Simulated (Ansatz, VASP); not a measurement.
**Si: VASP beside Ansatz**

INCAR

```
PREC = Accurate
ENCUT = 520
EDIFF = 1E-6
ISMEAR = -1
SIGMA = 0.1
LREAL = F
LASPH = T
NELM = 80
ALGO = Normal
ISIF = 2
LWAVE = F
LCHARG = T
LELF = T
LVHAR = T
NBANDS = 11
```

Contents of KPOINTS:

```
regular mesh
0
Gamma
  13 13 13
```

The input POSCAR:

```
Si
1.0
   -2.2358921622      2.3526035479      1.2664426952
    2.2358921622     -2.3526035479      1.2664426952
    2.2358921622      2.3526035479     -1.2664426952
Si
2
Direct
    0.8070000000      0.0570000000      0.7500000000
    0.1930000000      0.9430000000      0.2500000000
```

Input for Ansatz:

```yaml
crystal:
  lattice:
    - [-2.2358921622417336, 2.352603547876298, 1.2664426951835674]
    - [2.2358921622417336, -2.352603547876298, 1.2664426951835674]
    - [2.2358921622417336, 2.352603547876298, -1.2664426951835674]
  atoms:
    - { symbol: Si, position: [0.807, 0.057, 0.75] }
    - { symbol: Si, position: [0.193, 0.943, 0.25] }
basis:
  ecutwfc: 500.0
kpoints:
  mp_grid:
    grid: [13, 13, 13]
hamiltonian:
  xc: lda
scf:
  occupations:
    method: fermi_dirac
output:
  stress: true
```

This isn't the form of Si at room conditions, which is diamond.

Alike in both runs: task single point; functional LDA; k mesh 13 × 13 × 13; no spin polarisation.

```csv
,VASP,Ansatz
version,VASP 6.6.1,Ansatz 0.2.0
potentials or method,"VASP PAW LDA potentials, release 64 (Si)","plane waves, PAW"
plane-wave cutoff (eV),520,500
occupations,"fermi-dirac, width 0.1 eV",fermi-dirac
valence electrons in the cell,8,8
```

|  | VASP | Ansatz | Ansatz less VASP |
| --- | --- | --- | --- |
| pressure (GPa) | 14.4 | 14.3 | -0.14 |
| largest component of the traceless stress (GPa) | 2.46 | 2.42 | -0.038 |
